## Broadening the Fermi edge of In₃Sb

In a metal the occupation of the electronic states drops abruptly at the Fermi level, and a finite k mesh samples that edge poorly. Calculations therefore smear it over a chosen width, which changes the energy. If the change is understood, a few settings should be enough to foretell others. The table tests this for In₃Sb with the PBEsol functional, and leaves two settings open.

In₃Sb in the Cu₃Au structure (a = 4.837 Å) with fixed atoms, computed with Ansatz 0.2.0 using PBEsol, plane-wave PAW, scalar-relativistic and without spin polarisation. All runs use a cutoff of 420 eV and a 10×10×10 k mesh. The reference has Gaussian smearing of 0.1 eV, and "energy" means the value extrapolated to zero smearing.

```csv
occupation rule,occupation width (eV),energy less reference (meV/atom),free energy less reference (meV/atom)
Fermi-Dirac,0.01,0.312,1.75
Fermi-Dirac,0.02,0.213,1.29
Fermi-Dirac,0.1,-0.647,-7.94
Fermi-Dirac,0.5,0.511,-209
Gaussian,0.05,?,?
Gaussian,0.2,-0.430,-4.45
Gaussian,0.5,-1.73,-31.9
Methfessel-Paxton,0.01,0.303,1.91
Methfessel-Paxton,0.1,0.095,1.62
Methfessel-Paxton,0.2,?,?
cold,0.02,0.346,1.96
tetrahedron,0,-1.06,0.551
```

Two energies are listed, each as a difference from the same quantity in a run with Gaussian smearing of 0.1 eV. The free energy contains the entropy-like term that smearing brings in. The column "energy less reference" holds the energy extrapolated back to zero smearing. The reference uses the same k mesh, so the differences measure the effect of the occupation rule and not the distance from a converged result.

### Why the free energy falls

Smearing moves electrons from just below the Fermi level to just above it. The band energy rises, but the entropy-like term lowers the free energy by twice as much. For a density of states g that is constant near the Fermi level, the net lowering is ½ g s², where s² is the variance of the broadening. The energy without the entropy term lies above the sharp-edge value by the same amount, so the midpoint of the two removes the error. This is the usual extrapolation to zero smearing for Gaussian and Fermi-Dirac occupations.

The nominal width w means different things in different rules. The variance is w²/2 for a Gaussian but π²w²/3 for Fermi-Dirac, which is therefore about 2.6 times as broad at equal w. Fermi-Dirac smearing of 0.1 eV should act like a Gaussian of 0.26 eV. Interpolating between the wider Gaussian rows on this basis gives a free energy of −7.8 meV/atom, against −7.94 in the table.

### A narrower Gaussian

By the same conversion, Fermi-Dirac smearing of 0.02 eV is as broad as a Gaussian of 0.051 eV. It is a near twin of the missing Gaussian row at 0.05 eV. The extrapolated energy can be taken over directly: 0.21 meV/atom, with a judged range of ±0.10.

The free energy needs the reference's own smearing term. The tetrahedron run has next to no such term, so the difference between its two entries supplies it: 0.551 − (−1.06) = 1.611 meV/atom. For the twin, the two entries differ by 1.29 − 0.213 = 1.077, which leaves 1.611 − 1.077 = 0.534 meV/atom as its own term.

The Gaussian variance is 0.95 times that of the twin, which reduces the term to 0.507 meV/atom. The forecast for the free energy is then 0.213 + 1.611 − 0.507 = 1.317, or 1.32 ± 0.12 meV/atom. A plain parabola in the width, drawn through the Gaussian results at 0.1 and 0.2 eV, would give 1.11 instead. It assumes that g is the same at every width.

The smearing terms speak against that assumption. Converted to an effective density of states, they give 0.81 states per eV and atom for the twin, 0.64 for the reference and 0.51 for the widest Gaussian. A narrow broadening thus seems to sample a higher density close to the Fermi level. No density of states was computed, and part of the rise may come from the few discrete levels that the mesh places there.

### A wider Methfessel-Paxton step

The Methfessel-Paxton rule reshapes the step so that the width² term disappears from the free energy itself. In its first-order form it subtracts just the correction that the midpoint makes for a Gaussian. Its free energy should therefore equal the extrapolated Gaussian energy at the same width. At 0.1 eV the two agree within 0.01 meV/atom, which also supports the first-order form, since the order is not stated.

The Gaussian row at 0.2 eV then gives the forecast for Methfessel-Paxton at that width. Its extrapolated energy, put on the scale of the free-energy column, is −0.430 + 1.611 = 1.181, so the forecast is 1.18 ± 0.15 meV/atom. Complete cancellation would instead leave the free energy at its 0.1 eV value of 1.62.

The extrapolated energy is harder to foretell. On a common scale it lies 0.086 meV/atom above the free energy at 0.1 eV, and this gap should grow with width. If g varied smoothly, the leading term left would go as the fourth power of the width, and doubling the width would multiply the gap by sixteen. The Gaussian rows speak against so steep a rise. Their extrapolated energy falls by 0.430 meV/atom when the width grows by 0.1 eV from the reference, and by 1.73 when it grows by 0.4 eV, which is almost linear. Linear growth would double the gap and quadratic growth would quadruple it. A factor of three, a guess between them, gives −0.430 + 3 × 0.086 = −0.172, or −0.17 ± 0.15 meV/atom.

### The computed values

The withheld rows as computed:

```csv
occupation rule,occupation width (eV),energy less reference (meV/atom),free energy less reference (meV/atom)
Gaussian,0.05,0.210,1.30
Methfessel-Paxton,0.2,-0.176,1.25
```

The narrower Gaussian follows its twin closely: both forecasts miss by less than 0.02 meV/atom. The parabola puts the free energy too low by 0.19 meV/atom. The two approaches differ in where they take the density of states from. The twin samples nearly the same energy window as the missing row, whereas the parabola brings in an average over a wider one.

For Methfessel-Paxton the free energy is 1.25 meV/atom, inside the range but 0.07 above the forecast. A small miss is to be expected, because the equality with the Gaussian energy is exact only for fixed bands and a fixed Fermi level. A real calculation fixes the number of electrons and lets both adjust. With fixed bands, the shift δ of the Fermi level is expected to raise the Methfessel-Paxton value by ½ g δ², which is the sign of the miss. The Gaussian runs put the Fermi level at 9.299 eV for a width of 0.1 eV and at 9.358 eV for 0.5 eV. The expected shift is half the width times this slope, about 0.015 eV, which costs roughly 0.06 meV/atom. The estimate is rough, since it ignores the relaxation of the bands, but it covers most of the miss.

The extrapolated energy, −0.176 meV/atom, looks like a better hit than it is. The gap to the free energy grew to 0.185 meV/atom, a little more than double, as the nearly linear drift of the Gaussian rows suggested, and not to three times its earlier value. The forecast gap was too large by about as much as the forecast free energy was too low, and the two errors cancelled.

Methfessel-Paxton smearing does remove most of the width dependence. Between 0.1 and 0.2 eV its free energy falls by 0.37 meV/atom, while the Gaussian one falls by 4.45. It does hardly better than the midpoint, however, since the extrapolated Gaussian energy falls by 0.430 over the same step. Some drift remains, probably because the density of states is too uneven for the cancellation to be complete. If the density of states varied smoothly across the edge, this drift would start with the fourth power of the width, but here it is nearly linear. That is what one would expect from levels bunched at the Fermi edge: once the width exceeds their spread, their entropy hardly depends on it, so their share of the free energy grows in proportion to the width. The Gaussian drift of 4.3 meV/atom per eV of width would need about 0.12 states per cell. One band at 48 equivalent points of the 1000 in the mesh holds 0.096, so the mesh could supply such a bunch by itself. Whether it does, or the bunch belongs to In₃Sb, is left open.

An uneven density of states also limits the midpoint extrapolation. With Fermi-Dirac smearing the extrapolated energy differs from the reference by −0.647 meV/atom at 0.1 eV and by +0.511 at 0.5 eV. The smaller difference at the larger width results from a change of sign and is no mark of convergence; the free energy there has fallen by 209 meV/atom. The printed analysis after this section lists all the forecasts and their misses.

One difference is not foretold by this reasoning. The tetrahedron energy is about 1.4 meV/atom below the mean of the three narrowest smearing rows, although all of them aim at a sharp Fermi edge. They integrate over the Brillouin zone in different ways, and if the bunch comes from the mesh the gap may share its cause, since wider smearing first moves the extrapolated energy towards the tetrahedron value. The tetrahedron run also carried program warnings on its band table and its derivatives. A series of denser k meshes would show which lies nearer the common limit.

Output of the analysis:

```
Smearing term of the Gaussian 0.1 eV reference, from tetrahedron row (meV/atom): 1.611
Effective density of states, Gaussian 0.1 eV reference (states/eV/atom): 0.6444
Effective density of states, Fermi-Dirac 0.02 eV (states/eV/atom): 0.8116
Effective density of states, Gaussian 0.2 eV (states/eV/atom): 0.5631
Effective density of states, Gaussian 0.5 eV (states/eV/atom): 0.5085
Effective density of states, Fermi-Dirac 0.5 eV (states/eV/atom): 0.5134
Gaussian width as broad as Fermi-Dirac 0.02 eV (eV): 0.0513
Gaussian width as broad as Fermi-Dirac 0.1 eV (eV): 0.2565
Fermi-Dirac 0.1 eV free energy foretold from Gaussian rows (meV/atom): -7.822
Foretold less computed, Fermi-Dirac 0.1 eV free energy (meV/atom): 0.1179
Methfessel-Paxton 0.1 eV free energy less Gaussian 0.1 eV energy at zero smearing (meV/atom): 0.009
Mean energy of three narrow rows less tetrahedron energy (meV/atom): 1.38
Forecast free energy, Gaussian 0.05 eV, judged range plus or minus 0.12 (meV/atom): 1.317
Computed free energy, Gaussian 0.05 eV (meV/atom): 1.3
Forecast less computed free energy, Gaussian 0.05 eV (meV/atom): 0.01676
Forecast energy, Gaussian 0.05 eV, judged range plus or minus 0.10 (meV/atom): 0.213
Computed energy, Gaussian 0.05 eV (meV/atom): 0.21
Forecast less computed energy, Gaussian 0.05 eV (meV/atom): 0.003
Forecast free energy, Methfessel-Paxton 0.2 eV, judged range plus or minus 0.15 (meV/atom): 1.181
Computed free energy, Methfessel-Paxton 0.2 eV (meV/atom): 1.25
Forecast less computed free energy, Methfessel-Paxton 0.2 eV (meV/atom): -0.069
Forecast energy, Methfessel-Paxton 0.2 eV, judged range plus or minus 0.15 (meV/atom): -0.172
Computed energy, Methfessel-Paxton 0.2 eV (meV/atom): -0.176
Forecast less computed energy, Methfessel-Paxton 0.2 eV (meV/atom): 0.004
Rival parabola, free energy of Gaussian 0.05 eV (meV/atom): 1.113
Rival parabola less computed, Gaussian 0.05 eV (meV/atom): -0.1875
Rival complete cancellation less computed, Methfessel-Paxton 0.2 eV free energy (meV/atom): 0.37
Energy less free energy on one scale, Methfessel-Paxton 0.1 eV (meV/atom): 0.086
Energy less free energy on one scale, Methfessel-Paxton 0.2 eV (meV/atom): 0.185
```
